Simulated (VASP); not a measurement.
# GaN (Fm-3m) in VASP: notebook, part 2 of 2

VASP 6.6.1.

## (3) G0W0 quasiparticle levels, PBE

Contents of POSCAR:

```
GaN
1.0
    0.0000000000      2.1352350000      2.1352350000
    2.1352350000      0.0000000000      2.1352350000
    2.1352350000      2.1352350000      0.0000000000
Ga N
1 1
Direct
    0.0000000000      0.0000000000      0.0000000000
    0.5000000000      0.5000000000      0.5000000000
```

Contents of INCAR.step1:

```
SYSTEM = GaN
PREC = Accurate ; ENCUT = 450
EDIFF = 1E-8 ; ISMEAR = 0
SIGMA = 0.01 ; LREAL = .FALSE.
LASPH = .TRUE. ; NELM = 80
ALGO = Fast ; LWAVE = .TRUE.
LCHARG = .FALSE. ; GGA = PE
```

Contents of INCAR.step2:

```
SYSTEM = GaN
PREC = Accurate ; ENCUT = 450
EDIFF = 1E-8 ; ISMEAR = 0
SIGMA = 0.01 ; LREAL = .FALSE.
LASPH = .TRUE. ; NELM = 1
ALGO = Exact ; LWAVE = .TRUE.
LCHARG = .FALSE. ; GGA = PE
NBANDS = 55 ; LOPTICS = .TRUE.
ISTART = 1
```

Contents of INCAR.step3:

```
SYSTEM = GaN
PREC = Accurate ; ENCUT = 450
EDIFF = 1E-8 ; ISMEAR = 0
SIGMA = 0.01 ; LREAL = .FALSE.
LASPH = .TRUE. ; ALGO = EVGW0
LWAVE = .FALSE. ; LCHARG = .FALSE.
GGA = PE ; NELMGW = 1
NBANDS = 55 ; ENCUTGW = 260
NOMEGA = 48 ; PRECFOCK = Fast
ISTART = 1 ; NBANDSGW = 17
```

Contents of KPOINTS:

```
regular mesh
0
G
  3 3 3
  0 0 0
```

Potentials or basis: VASP PAW PBE potentials, release 64 (Ga_d_GW, N_GW).

Run with:

```bash
> cat potpaw_PBE.64/Ga_d_GW/POTCAR potpaw_PBE.64/N_GW/POTCAR > POTCAR
> cp INCAR.step1 INCAR
> mpirun -np 1 vasp_std > vasp.out
> cp INCAR.step2 INCAR
> mpirun -np 1 vasp_std > vasp.out
> cp INCAR.step3 INCAR
> mpirun -np 1 vasp_std > vasp.out
```

OUTCAR:

```text
SYSTEM = GaN
   PREC = Accurate
   ENCUT = 450
   EDIFF = 1E-8
   ISMEAR = 0
   LREAL = .FALSE.
   LASPH = .TRUE.
   GGA = PE
   NELMGW = 1
   ENCUTGW = 260
   PRECFOCK = Fast
   ISTART = 1

 Found      4 irreducible k-points:

 Following reciprocal coordinates:
            Coordinates               Weight
  0.000000  0.000000  0.000000      1.000000
  0.333333  0.000000  0.000000      8.000000
  0.333333  0.333333  0.000000      6.000000
 -0.333333  0.333333  0.000000     12.000000
   k-points           NKPTS =      4   k-points in BZ     NKDIM =     27   number of bands    NBANDS=     55
   number of dos      NEDOS =    301   number of ions     NIONS =      2
   total plane-waves  NPLWV =  13824
   dimension x,y,z NGX =    24 NGY =   24 NGZ =   24
   dimension x,y,z NGXF=    48 NGYF=   48 NGZF=   48
   ions per type =               1   1
   NGX,Y,Z   is equivalent  to a cutoff of  13.21, 13.21, 13.21 a.u.
   NGXF,Y,Z  is equivalent  to a cutoff of  26.43, 26.43, 26.43 a.u.
 SYSTEM =  GaN
   PREC   = accura    normal or accurate (medium, high low for compatibility)
   ISTART =      1    job   : 0-new  1-cont  2-samecut
   ICHARG =      0    charge: 1-file 2-atom 10-const
   ISPIN  =      1    spin polarized calculation?
   LNONCOLLINEAR =      F non collinear calculations
   LSORBIT =      F    spin-orbit coupling
   LASPH  =      T    aspherical Exc in radial PAW
   ENCUT  =  450.0 eV  33.07 Ry    5.75 a.u.   5.22  5.22  5.22*2*pi/ulx,y,z
   NELM   =     60;   NELMIN=  2; NELMDL=  0     # of ELM steps
   EDIFF  = 0.1E-07   stopping-criterion for ELM
   LREAL  =      F    real-space projection
   EDIFFG = 0.1E-06   stopping-criterion for IOM
   NSW    =      0    number of steps for IOM
   IBRION =     -1    ionic relax: 0-MD 1-quasi-New 2-CG
   NFREE  =      0    steps in history (QN), initial steepest desc. (CG)
   ISIF   =      0    stress and relaxation
   ISYM   =      3    0-nonsym 1-usesym 2-fastsym
   POTIM  = 0.5000    time-step for ionic-motion
   TEBEG  =    0.0;   TEEND  =   0.0 temperature during run
   PSTRESS=    0.0 pullay stress
   NELECT =      18.0000    total number of electrons
   NUPDOWN=      -1.0000    fix difference up-down
   EMIN   =  10.00;   EMAX   =-10.00  energy-range for DOS
   EFERMI =   0.00;   METHOD = LEGACY
   ISMEAR =     0;   SIGMA  =   0.01  broadening in eV -4-tet -1-fermi 0-gaus
   EFERMI_NEDOS =   21; number of points for ismear=-14 and -15
   IALGO  =     38    algorithm
   IMIX   =      4    mixing-type and parameters
     AMIX     =   0.40;   BMIX     =  1.00
     AMIX_MAG =   1.60;   BMIX_MAG =  1.00
  volume/ion in A,a.u.               =       9.74        65.70
  Fermi-wavevector in a.u.,A,eV,Ry     =   1.594814  3.013761 34.605481  2.543431
  Thomas-Fermi vector in A             =   2.692830
   LORBIT       =      0    0 simple, 1 ext, 2 COOP (PROOUT), +10 PAW based schemes
   GGA     = PE    functional components
   LHFCALC =     T    Hartree Fock is set to
   PRECFOCK=fast      Normal, Fast or Accurate (Low or Medium for compatibility)
   ENCUT4O =  -1.0   cutoff for four orbital integrals eV
   NKREDX  =     1    reduce k-point grid by
   NKREDY  =     1    reduce k-point grid by
   NKREDZ  =     1    reduce k-point grid by
   AEXX    =    1.0000 exact exchange contribution
   HFSCREEN=    0.0000 screening length (either q_TF or 0.3 A-1)
   HFSCREENC=   0.0000 screening length for correlation (either q_TF or 0.3 A-1)
   ENCUTFOCK=  -1.0 apply spherical cutoff to Coloumb kernel
   IVDW    =     0    specifies the selected vdW correction
   LEPSILON=     F    determine dielectric tensor
   LRPA    =     F    only Hartree local field effects (RPA)
   LRPAFORCE           =     F    calculate RPA forces
   ENCUTGW             = 260.0    cutoff for response function in eV
   ENCUTGWSOFT         = 208.0    soft cutoff for Coulomb kernel in GW response function in eV
   ENCUTLF             =  -1.0    cutoff for local field effects
   NELMGW              =     1    number of iterations in solving QP/BSE equation
   NELMHF              =     1    number of iterations in the inner HF iteration
   NKREDLFX            =     1    NKREDLFY  =   1   NKREDLFZ  =   1
 non-spin polarized calculation
 Gauss-broadening in eV      SIGMA  =   0.01
  energy-cutoff  :      450.00
  volume of cell :       19.47
 maximum number of plane-waves:       432
 NGX is ok and might be reduce to    24
  NGX = 12; NGY = 12; NGZ = 12
   NGX = 11   NGY = 11   NGZ = 11
 maximum number of plane-waves:       194

 QP shifts <psi_nk| G(iteration)W_0 |psi_nk>: iteration 1
 for sc-GW calculations column KS-energies equals QP-energies in previous step
 and V_xc(KS)=  KS-energies - (<T + V_ion + V_H > + <T+V_H+V_ion>^1  + <V_x>^1)

 k-point   1 :       0.0000    0.0000    0.0000
  band No.  KS-energies  QP-energies   sigma(KS)   V_xc(KS)     V^pw_x(r,r')   Z            occupation Imag(sigma)

      1      -9.5376     -10.4427     -15.6233     -14.4207     -24.1393       0.7526       2.0000       1.5395
      2      -6.8856      -9.3255     -25.0155     -21.6616     -35.0060       0.7275       2.0000       0.2513
      3      -6.8856      -9.3255     -25.0155     -21.6616     -35.0060       0.7275       2.0000       0.2513
      4      -6.8856      -9.3255     -25.0155     -21.6616     -35.0060       0.7275       2.0000       0.2513
      5      -6.7935      -9.2868     -25.2726     -21.8539     -35.4739       0.7293       2.0000       0.2877
      6      -6.7935      -9.2868     -25.2726     -21.8539     -35.4739       0.7293       2.0000       0.2877
[... 9 lines left out ...]
     16      22.6723      23.4315     -11.5988     -12.5947      -4.4060       0.7623       0.0000      -0.6186
     17      23.3076      23.4170      -8.8456      -8.9869      -2.3546       0.7740       0.0000      -0.3806
[... 46 lines left out ...]
      1      -7.8768      -9.7025     -22.1561     -19.5695     -31.9332       0.7058       2.0000       0.6235
      2      -6.9394      -9.3356     -24.7329     -21.4322     -34.6613       0.7260       2.0000       0.2705
      3      -6.8688      -9.3153     -25.0963     -21.7284     -35.3046       0.7264       2.0000       0.3061
      4      -6.8067      -9.2395     -25.0006     -21.6602     -34.9837       0.7283       2.0000       0.2599
      5      -6.6877      -9.1581     -25.2719     -21.9037     -35.3089       0.7334       2.0000       0.2452
      6      -4.5080      -5.8831     -20.7779     -18.9229     -29.2231       0.7413       2.0000       0.7255
[... 9 lines left out ...]
     16      30.1108      30.8382     -11.1214     -12.0552      -3.8149       0.7790       0.0000      -1.0688
     17      34.9388      35.9324     -12.1128     -13.3243      -4.4134       0.8201       0.0000      -1.5344
```

OUTCAR.step1:

```text
SYSTEM = GaN
   PREC = Accurate
   ENCUT = 450
   EDIFF = 1E-8
   ISMEAR = 0
   LREAL = .FALSE.
   LASPH = .TRUE.
[... 172 lines left out ...]
      0.00000      0.00000      0.00000         0.000000      0.000000     -0.000000
      2.13524      2.13524      2.13524        -0.000000     -0.000000      0.000000
 -----------------------------------------------------------------------------------
    total drift:                                0.000000     -0.000000     -0.000000

  FREE ENERGIE OF THE ION-ELECTRON SYSTEM (eV)
  ---------------------------------------------------
  free  energy   TOTEN  =       -10.6773697043 eV

  energy  without entropy=      -10.6773697043  energy(sigma->0) =      -10.67736970
```

OUTCAR.step2:

```text
SYSTEM = GaN
   PREC = Accurate
   ENCUT = 450
   EDIFF = 1E-8
[... 539 lines left out ...]
  --------------------------------------------------------------------------------------------------------------
     0.00000    21.39912    21.39912    21.39912     0.00000     0.00000     0.00000
     1.30295    25.72216    25.72216    25.72216     0.00000     0.00000     0.00000
     2.60589     1.63647     1.63647     1.63647     0.00000    -0.00000     0.00000
     3.90884    30.48791    30.48791    30.48791     0.00000    -0.00000     0.00000
     5.21179    14.07066    14.07066    14.07066     0.00000     0.00000     0.00000
     6.51473   -11.75420   -11.75420   -11.75420    -0.00000     0.00000    -0.00000
[... 92 lines left out ...]
   127.68878     0.92778     0.92778     0.92778    -0.00000    -0.00000    -0.00000
   128.99173     0.92964     0.92964     0.92964    -0.00000    -0.00000    -0.00000
```

It took 11 s on 1 thread of Intel Xeon 6975P-C (Granite Rapids), shared host; peak memory 0.19 GiB.

These settings aren't checked as converged: the numbers below hold their error.

Results:

| Quantity | Value |
| --- | --- |
| Band gap on the k mesh, mean-field level | 2.07 eV, indirect (least direct gap 2.26 eV) |
| Quasiparticle gap | 2.98 eV |
| Least direct quasiparticle gap | 3.16 eV |

Caveat: the k mesh is coarse (spacing up to 0.85 Å⁻¹), so the values aren't converged; the cutoff is under 1.25 times the usual one of these potentials, so pressure, stress and relaxed cells hold a basis-set (Pulay) error; bands, screening cutoff and mesh are small and nothing is extrapolated, so the quasiparticle values aren't converged; an odd mesh through Γ misses points on the zone boundary, where band edges often lie.

## (4) For comparison

An earlier run on the cell as given: functional PBE; potentials or basis VASP PAW PBE potentials, release 64 (Ga_d, N); cutoff 520 eV; k mesh 11 × 11 × 11; occupations fermi-dirac, width 0.05 eV; no spin polarisation.

- Pressure: 0.4 GPa
- Band gap on the k mesh: 0.54 eV, indirect (least direct gap 2.37 eV)
